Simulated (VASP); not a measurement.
Wanted: the native input for a VASP 6.6.1 run.

| Item | Value |
| --- | --- |
| Task | band structure |
| Functional | TB-mBJ |
| Potentials or basis | VASP PAW PBE potentials, release 64 (Hg, Te) |
| Cutoff | 520 eV |
| k mesh | 6 × 6 × 6 |
| Occupations | gaussian, width 0.03 eV |
| Spin | spin-orbit coupling, no magnetisation |
| Further INCAR settings | ALGO = Normal; EDIFF = 1e-07; NBANDS = 32 |

The system is HgTe.

```xyz
2
Lattice="0.0000 3.2580 3.2580 3.2580 0.0000 3.2580 3.2580 3.2580 0.0000" Properties=species:S:1:pos:R:3 pbc="T T T"
Hg    0.0000    0.0000    0.0000
Te    1.6290    1.6290    1.6290
```

These files were run (other wordings do the same):

POSCAR

```
HgTe                                    
1.0
    0.0000000000      3.2580088205      3.2580088205
    3.2580088205      0.0000000000      3.2580088205
    3.2580088205      3.2580088205      0.0000000000
  Hg              Te            
     1     1
Direct
     0.0000000000000000    0.0000000000000000    0.0000000000000000
     0.2500000000000000    0.2500000000000000    0.2500000000000000
```

INCAR.step1

```
PREC = Accurate
ENCUT = 520
EDIFF = 1E-5
ISMEAR = 0
SIGMA = 0.03
LREAL = F
LASPH = T
NELM = 80
ALGO = Normal
ISIF = 2
LWAVE = T
LCHARG = F
LNONCOLLINEAR = T
MAGMOM = 0 0 0 0 0 0
LORBIT = 11
LSORBIT = T
GGA_COMPAT = F
NBANDS = 32
GGA = PE
```

INCAR.step2

```
PREC = Accurate
ENCUT = 520
EDIFF = 1E-7
ISMEAR = 0
SIGMA = 0.03
LREAL = F
LASPH = T
NELM = 80
ALGO = Normal
ISIF = 2
LWAVE = F
LCHARG = F
LNONCOLLINEAR = T
MAGMOM = 0 0 0 0 0 0
LORBIT = 11
LSORBIT = T
GGA_COMPAT = F
METAGGA = MBJ
NBANDS = 32
ISTART = 1
```

KPOINTS

```
regular mesh
0
Gamma
  6 6 6
```

KPOINTS_OPT

```
explicit points
159
Reciprocal
 0.0000000000  0.0000000000  0.0000000000 1
 0.0357142857  0.0000000000  0.0357142857 1
 0.0714285714  0.0000000000  0.0714285714 1
 0.1071428571  0.0000000000  0.1071428571 1
 0.1428571429  0.0000000000  0.1428571429 1
 0.1785714286  0.0000000000  0.1785714286 1
[... 151 lines left out ...]
 0.4250000000  0.0000000000  0.4250000000 1
 0.4500000000  0.0000000000  0.4500000000 1
```

Potentials or basis: VASP PAW PBE potentials, release 64 (Hg, Te).

Command:

```console
$ cat potpaw_PBE.64/Hg/POTCAR potpaw_PBE.64/Te/POTCAR > POTCAR
$ cp INCAR.step1 INCAR
$ mpirun -np 1 vasp_ncl > vasp.out
$ cp INCAR.step2 INCAR
$ mpirun -np 1 vasp_ncl > vasp.out
```

Results of the run:

```yaml
Valence_electrons_inside_the_program's_atomic_spheres: Hg 10.38; Te 3.46
```

Wall time 14 min on 1 thread of Intel(R) Xeon(R) Platinum 8488C (Sapphire Rapids), on a shared host, peak memory 0.45 GiB.
